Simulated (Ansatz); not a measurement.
## As (dhcp): energy against volume

Method: DFT, PBE, plane waves (420 eV) with PAW, scalar-relativistic (Ansatz).

The cell is scaled uniformly from the relaxed one, with fractional coordinates and shape fixed. Energies are extrapolated to zero smearing, pressures are those at the given smearing. Magnetic state: spin not included.

A Birch-Murnaghan fit gives V₀ = 19.25 Å³/atom, B₀ = 81 GPa, B₀′ = 4.4.

(1) What are the energy above the minimum and the pressure at 17.757 Å³/atom?

(2) What are the energy above the minimum and the pressure at 18.529 Å³/atom?

(3) What are the energy above the minimum and the pressure at 20.073 Å³/atom?

## Answers

(1) 33.8 meV/atom and 7.86 GPa as computed.

(2) 7.4 meV/atom and 3.44 GPa as computed.

(3) 8.1 meV/atom and -2.97 GPa as computed.
